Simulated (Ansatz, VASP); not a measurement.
## LiSe3: VASP beside Ansatz

Contents of POSCAR:

```
LiSe3
1.0
    5.2666300000      0.0000000000      0.0000000000
    0.0000000000      3.6488460000      0.0000000000
   -1.1966400000      0.0000000000      9.1139690000
Se Li
6 2
Direct
    0.7620000000      0.2500000000      0.5540000000
    0.2380000000      0.7500000000      0.4460000000
    0.4560000000      0.2500000000      0.1740000000
    0.5440000000      0.7500000000      0.8260000000
    0.8880000000      0.2500000000      0.1690000000
    0.1120000000      0.7500000000      0.8310000000
    0.2850000000      0.2500000000      0.6560000000
    0.7150000000      0.7500000000      0.3440000000
```

Contents of INCAR.step1:

```
PREC     = Accurate       # precision mode
ENCUT    = 520            # plane-wave cutoff, eV
ISMEAR   = -1             # smearing method
SIGMA    = 0.01           # smearing width, eV
LREAL    = False          # projectors in reciprocal space
LASPH    = True           # aspherical terms in the spheres
NELM     = 100            # most SCF steps
NBANDS   = 31             # bands
GGA      = PE             # functional
ALGO     = Normal         # electronic algorithm
EDIFF    = 1E-4           # SCF threshold, eV
LWAVE    = True           # write WAVECAR
LCHARG   = False          # write CHGCAR
```

The input INCAR.step2:

```
PREC     = Accurate       # precision mode
ENCUT    = 520            # plane-wave cutoff, eV
EDIFF    = 1E-7           # SCF threshold, eV
ISMEAR   = -1             # smearing method
SIGMA    = 0.01           # smearing width, eV
LREAL    = False          # projectors in reciprocal space
LASPH    = True           # aspherical terms in the spheres
NELM     = 100            # most SCF steps
ALGO     = Normal         # electronic algorithm
ISIF     = 2              # what is computed and relaxed
LWAVE    = False          # write WAVECAR
LCHARG   = False          # write CHGCAR
METAGGA  = R2SCAN         # meta-GGA
LMIXTAU  = True         
NBANDS   = 31             # bands
ISTART   = 1
```

The input KPOINTS:

```
regular mesh
0
Gamma
  4 5 2
```

Input for Ansatz:

```yaml
crystal:
  lattice:
    - [5.26663, 0.0, 0.0]
    - [0.0, 3.648846, 0.0]
    - [-1.19664, 0.0, 9.113969]
  atoms:
    - { symbol: Se, position: [0.762, 0.25, 0.554] }
    - { symbol: Se, position: [0.238, 0.75, 0.446] }
    - { symbol: Li, position: [0.285, 0.25, 0.656] }
    - { symbol: Li, position: [0.715, 0.75, 0.344] }
    - { symbol: Se, position: [0.456, 0.25, 0.174] }
    - { symbol: Se, position: [0.544, 0.75, 0.826] }
    - { symbol: Se, position: [0.888, 0.25, 0.169] }
    - { symbol: Se, position: [0.112, 0.75, 0.831] }
  symmetry: { tolerance: 0.0003 }
kpoints:
  mp_grid: { grid: [4, 5, 2], shift: [0, 0, 0] }
magnetization:
  spin_polarized: false
scf:
  occupations: { method: fermi_dirac, width: 0.01 }
hamiltonian:
  pseudopotentials: { kind: paw }
  xc: r2scan
basis:
  ecutwfc: 500
  xc_grid: 3
output:
  forces: true
  stress: true
  eigenvalues: true
```

The cell was built by a generator and needn't be a form met in nature.

Alike in both runs: task single point; functional r2SCAN; k mesh 4 × 5 × 2; occupations fermi-dirac, width 0.01 eV; no spin polarisation.

|  | VASP | Ansatz |
| --- | --- | --- |
| version | VASP 6.6.1 | Ansatz 0.2.0 |
| potentials or method | VASP PAW PBE potentials, release 64 (Se, Li_sv) | PAW plane waves |
| plane-wave cutoff (eV) | 520 | 500 |
| valence electrons in the cell | 42 | 102 |

```csv
,VASP,Ansatz,Ansatz less VASP
gap on the k mesh at the Fermi level (eV),none,none,-
rms of the force components (eV/Å),0.405,0.397,-0.0088
```

A gap of «none» marks a metal or a gap that the smearing closes. The two sets of potentials don't hold the same shells in valence.

Caveats: the PAW data sets were made with another functional, which shifts forces and pressure a little (VASP).
